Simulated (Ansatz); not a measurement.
Input and output of a relaxation of cell and atoms on MgS (4H polytype) (Ansatz 0.2.0, PBE). It starts from a guessed cell.

input.yaml:
```yaml
crystal:
  lattice:
    - [3.8305120598, 0.0, 0.0]
    - [-1.9152560299, 3.3173207533, 0.0]
    - [0.0, 0.0, 12.5104523872]
  atoms:
    - { symbol: Mg, position: [0.0, 0.0, 0.0] }
    - { symbol: Mg, position: [0.3333333333, 0.6666666667, 0.25] }
    - { symbol: Mg, position: [0.0, 0.0, 0.5] }
    - { symbol: Mg, position: [0.6666666667, 0.3333333333, 0.75] }
    - { symbol: S, position: [0.0, 0.0, 0.1875] }
    - { symbol: S, position: [0.3333333333, 0.6666666667, 0.4375] }
    - { symbol: S, position: [0.0, 0.0, 0.6875] }
    - { symbol: S, position: [0.6666666667, 0.3333333333, 0.9375] }
kpoints:
  mp_grid: { grid: [12, 12, 2] }
hamiltonian:
  xc: pbe
scf:
  occupations: { method: fermi_dirac, width: 0.02 }
relax:
  f_tol: 0.005
  cell: {}
output:
  write_density: true
  write_potential: true
  elf: true
  volumetric_format: npy
```

Run as `ansatz run input.yaml --threads 2 --pin off --max-ram 29491MiB --backend cpu --events-out ev --progress --plain --runs-dir out`. It took 43 s on 2 threads of AMD EPYC 7R13 Processor (Zen 3), with other jobs on the host, load about 0.9 per core; peak host memory 0.68 GiB.

Q: Predict the output.

A: The output, standing remarks left out:
```
Functional definition: PBE
Crystal: 8 atoms, lattice volume = 158.971 Å³
Basis set: ecut = 420 eV, 3089 PW (Γ)
Bands: 40, of which v1, the nominal top of the filled ones, is band 32 counted from 1 (31 counted from 0)
Symmetry: 12 space group operations
Space group: P63mc (ITA 186)
k-points: 38 of 288
SCF iter   1: HF=-11314.109383 eV  Δρ=4.64e-4  dr2=2.70e-4
preconditioner: auto → Resta (q_TF=auto, 2.344 Å⁻¹)  ε∞=3.6  [insulator: Δε(μ)=4.120 eV  σ=0.020 eV  ℏωp=16.7 eV]
SCF iter   2: HF=-11314.105414 eV  Δρ=2.64e-4  dr2=1.09e-4
SCF iter   3: HF=-11314.105344 eV  Δρ=1.18e-4  dr2=2.09e-5
SCF iter   4: HF=-11314.105306 eV  Δρ=5.17e-5  dr2=3.77e-6
SCF iter   5: HF=-11314.105310 eV  Δρ=9.80e-6  dr2=1.32e-7
SCF iter   6: HF=-11314.105310 eV  Δρ=4.00e-6  dr2=1.54e-8
SCF 1 converged in 6 iterations: F = -11314.105310 eV  dr2 = 1.54e-8
relax step 1: F+E_penalty+E_count = -11314.10530975 eV  max|allowed force component| = 8.599e-2 eV/Å  Δτ_max = 0.0000 Å  P = +11.342 GPa  Ω = 158.971 Å³
SCF 2 converged in 6 iterations: F = -11314.801251 eV  dr2 = 1.51e-7
relax step 2: F+E_penalty+E_count = -11314.80125075 eV  max|allowed force component| = 4.221e-2 eV/Å  Δτ_max = 0.0074 Å  P = +3.650 GPa  Ω = 174.375 Å³
SCF 3 converged in 5 iterations: F = -11314.911202 eV  dr2 = 4.40e-7
relax step 3: F+E_penalty+E_count = -11314.91120188 eV  max|allowed force component| = 1.001e-2 eV/Å  Δτ_max = 0.0052 Å  P = +0.646 GPa  Ω = 182.773 Å³
SCF 4 converged in 4 iterations: F = -11314.915311 eV  dr2 = 3.40e-7
relax step 4: F+E_penalty+E_count = -11314.91531067 eV  max|allowed force component| = 1.137e-3 eV/Å  Δτ_max = 0.0011 Å  P = +0.052 GPa  Ω = 184.685 Å³
SCF 5 converged in 4 iterations: F = -11314.915336 eV  dr2 = 3.21e-9
relax step 5: F+E_penalty+E_count = -11314.91533631 eV  max|allowed force component| = 1.264e-4 eV/Å  Δτ_max = 0.0001 Å  P = +0.002 GPa  Ω = 184.857 Å³
SCF 6 converged in 5 iterations: F = -11314.916759 eV  dr2 = 3.47e-11
relax step 6: F+E_penalty+E_count = -11314.91675880 eV  max|allowed force component| = 1.366e-4 eV/Å  Δτ_max = 0.0000 Å  P = +0.016 GPa  Ω = 184.857 Å³  (SCF on a basis re-selected at this cell)
SCF converged after 5 iterations
Free energy (F): -11314.916759 eV
Fermi energy:    4.725083 eV
--- Per-component energies (eV) ---
  E_band       = -1490.245645
  E_kinetic    = 734.905960
  E_local      = -7573.994262
  E_nonlocal   = 494.242193
  E_hartree    = 2745.150357
  E_xc         = -507.716606
  E_vxc        = -503.504956
  E_paw        = -3571.238172
  E_vpaw       = -132.195503
  E_ewald      = -3636.266221
--- Stress (GPa, compression-positive) ---
        0.017231       0.000000       0.000000
        0.000000       0.017231       0.000000
        0.000000       0.000000       0.014047
  P = ⅓ Tr σ = 0.0162 GPa (0.162 kbar)
--- Relaxed structure (5 steps of the walk, 5 accepted, 1 SCFs on fresh bases) ---
  F+E_penalty+E_count = -11314.91675880 eV   max|allowed force component| = 1.366e-4 eV/Å
  cell:  # Å, volume = 184.8571 Å³
    - [4.039656, 0.000000, 0.000000]
    - [-2.019828, 3.498444, 0.000000]
    - [0.000000, 0.000000, 13.080274]
  atoms:
    - { symbol: Mg, position: [0.000000, 0.000000, -0.001092] }
    - { symbol: Mg, position: [0.333333, 0.666667, 0.249805] }
    - { symbol: Mg, position: [0.000000, 0.000000, 0.498908] }
    - { symbol: Mg, position: [0.666667, 0.333333, 0.749805] }
    - { symbol: S, position: [0.000000, 0.000000, 0.188010] }
    - { symbol: S, position: [0.333333, 0.666667, 0.438277] }
    - { symbol: S, position: [0.000000, 0.000000, 0.688010] }
    - { symbol: S, position: [0.666667, 0.333333, 0.938277] }
```
The trailing digits, and the zero of the energies, depend on the potentials and thresholds.

Planar averages along the third cell vector, from rho_z.tsv and v_z.tsv (valence density with its augmentation; electrostatic potential energy of an electron, of which only differences have a meaning):
```csv
z (Å),ρ (e/Å³),v_es (eV)
0.00,1.073,-2.72
0.87,0.055,6.21
1.74,0.185,5.64
2.62,0.339,-1.62
3.49,0.725,-0.67
4.36,0.062,7.08
5.23,0.246,3.08
6.10,0.514,-3.23
6.83,0.525,0.35
7.70,0.067,7.33
8.57,0.263,2.30
9.45,0.603,-3.41
10.32,0.169,3.07
11.19,0.095,7.49
12.06,0.292,0.44
12.93,1.011,-3.56
```

In 5 steps the volume changed by +16.3 %; between the first SCF and the last, each on a basis chosen for its cell, the energy fell by 101 meV an atom. At the end: it is hexagonal, P6_3mc (No. 186); conventional cell a = 4.040 Å, c = 13.080 Å, 23.11 Å³ an atom. Around Mg lie 4 S at 2.46–2.47 Å; around Mg lie 4 S at 2.47 Å; around S lie 4 Mg at 2.47 Å; around S lie 4 Mg at 2.46–2.47 Å.

Computed, not measured; no magnetism was allowed, and whether the structure is a known phase isn't checked.
